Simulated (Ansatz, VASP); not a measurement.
Two plane-wave programs on NiO

Contents of INCAR:

```
SYSTEM = NiO
PREC = Accurate
ENCUT = 600
EDIFF = 1E-6
ISMEAR = 0
SIGMA = 0.1
LREAL = .False.
LASPH = .True.
NELM = 150
ALGO = Normal
ISIF = 3
LWAVE = .False.
LCHARG = .False.
ISPIN = 2
MAGMOM = 1.07 0.18
LORBIT = 11
LMAXMIX = 4
GGA = PS
IBRION = 2
NSW = 100
EDIFFG = -0.05
```

Contents of KPOINTS:

```
Automatic mesh
0
Gamma
  8 8 8
  0 0 0
```

POSCAR

```
NiO
1.0
    0.0000000000      2.0931687937      2.0931687937
    2.0931687937      0.0000000000      2.0931687937
    2.0931687937      2.0931687937      0.0000000000
Ni O
1 1
Direct
    0.0000000000      0.0000000000      0.0000000000
    0.5000000000      0.5000000000      0.5000000000
```

Input for Ansatz:

```yaml
crystal:
  lattice:
    - [0.0, 2.0931687937, 2.0931687937]
    - [2.0931687937, 0.0, 2.0931687937]
    - [2.0931687937, 2.0931687937, 0.0]
  atoms:
    - { symbol: Ni, position: [0.0, 0.0, 0.0], spin: 1.07 }
    - { symbol: O, position: [0.5, 0.5, 0.5], spin: 0.18 }
basis:
  ecutwfc: 420
kpoints:
  mp_grid: { grid: [8, 8, 8] }
hamiltonian:
  xc: pbesol
scf:
  occupations: { method: gaussian, width: 0.1 }
output:
  forces: true
  stress: true
  eigenvalues: true
  populations: true
magnetization:
  spin_polarized: true
relax:
  adjacent_minimum: "off"
  f_tol: 0.05
  max_steps: 80
  cell: { stress_tol: 0.5 }
```

The cell is a database's computed one.

Alike in both runs: task relaxation of cell and atoms; functional PBEsol; k mesh 8 × 8 × 8; occupations gaussian, width 0.1 eV; collinear spin.

|  | VASP | Ansatz |
| --- | --- | --- |
| version | VASP 6.6.1 | Ansatz 0.2.0 |
| potentials or method | VASP PAW PBE potentials, release 64 (Ni, O) | scalar-relativistic, plane waves, PAW |
| plane-wave cutoff (eV) | 600 | 420 |
| valence electrons in the cell | 16 | 24 |

|  | VASP | Ansatz | Ansatz less VASP |
| --- | --- | --- | --- |
| gap on the k mesh at the Fermi level, each at its own relaxed structure (eV) | none | none | - |
| net moment per atom (μB) | 0.39 | 0.49 | +0.101 |
| size of the moment on the site where the two differ most (μB) | 0.66 | 0.81 | +0.150 |
| relaxed volume (Å³/atom) | 8.62 | 8.65 | +0.031 |
| relaxed cell length with the largest relative difference (Å) | 2.900 | 2.903 | +0.0035 |
| energy change over the relaxation (meV/atom) | -21 | -20 | +1.5 |

The net moments differ so much that the two runs ended in different magnetic states, which moves the other rows too. Site moments also hang on the region over which each program counts them. A gap of «none» marks a metal or a gap that the smearing closes. The two sets of potentials don't hold the same shells in valence.

Caveats: the PAW data sets were made with another functional, which shifts forces and pressure a little (VASP); a cell with one magnetic atom can't hold antiferromagnetic order, which such compounds often take; semilocal functionals often make such compounds metallic where correlation or magnetic order opens a gap, which also shifts bond lengths.
